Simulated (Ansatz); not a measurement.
## How settings move the G0W0 gap of BeTe (F-43m)

A 2-atom cell of BeTe started from a crystallographic database, relaxed with r2SCAN; one-shot G0W0 in Ansatz without spin-orbit coupling. The values are computed, spin-unpolarised, and not measurements.

```cif
data_structure
_symmetry_space_group_name_H-M 'P 1'
_symmetry_Int_Tables_number 1
_cell_length_a 4.0003
_cell_length_b 4.0003
_cell_length_c 4.0003
_cell_angle_alpha 60.000
_cell_angle_beta 60.000
_cell_angle_gamma 60.000
_cell_volume 45.26
loop_
_atom_site_label
_atom_site_type_symbol
_atom_site_fract_x
_atom_site_fract_y
_atom_site_fract_z
_atom_site_occupancy
Be1 Be 0.00000 0.00000 0.00000 1
Te1 Te 0.25000 0.25000 0.25000 1
```

Gaps are read over the mesh points alone. G0W0 here is at a finite number of bands, screening cutoff and k mesh, not at the basis limit.
```tsv
start	potentials	frequency model	mesh	empty bands	screening cutoff (eV)	Kohn-Sham gap (eV)	G0W0 gap (eV)
PBE	PAW	contour deformation	6×6×6	102	100	2.02	2.78
PBE	PAW	contour deformation	6×6×6	248	180	2.02	2.89
PBE	PAW	contour deformation	6×6×6	481	260	2.02	2.94
HSE06	PAW	contour deformation	6×6×6	248	180	2.69	3.18
r2SCAN	PAW	contour deformation	6×6×6	248	180	2.37	3.08
PBE0	PAW	contour deformation	6×6×6	248	180	3.35	3.35
PBE	PAW	Godby-Needs pole	6×6×6	248	180	2.02	2.86
PBE	PAW	contour deformation	8×8×8	73	80	2.02	2.71
PBE	norm-conserving	contour deformation	6×6×6	248	180	2.02	2.86
```

The quasiparticle gap on this mesh is 2.94 eV (Γ to X), against 2.02 eV from PBE: +0.92 eV. Renormalisation factors Z lie between 0.76 and 0.80.

Raising bands and cutoff together moves the gap by +0.11 eV (100 to 180 eV), then +0.05 eV (180 to 260 eV); the last step is still large, so the basis limit isn't reached. Starting from HSE06 (2.69 eV against PBE's 2.02 eV) gives 3.18 eV, +0.29 eV from G0W0@PBE at the same screening cutoff. Starting from r2SCAN (2.37 eV against PBE's 2.02 eV) gives 3.08 eV, +0.19 eV from G0W0@PBE at the same screening cutoff. Starting from PBE0 (3.35 eV against PBE's 2.02 eV) gives 3.35 eV, +0.46 eV from G0W0@PBE at the same screening cutoff. The Godby-Needs plasmon pole differs from contour deformation by -0.03 eV. Norm-conserving potentials (wave cutoff 1800 eV against 420 eV) shift the quasiparticle gap by -0.03 eV and the PBE gap by 0.00 eV. r2SCAN runs take a wave cutoff of 500 eV.
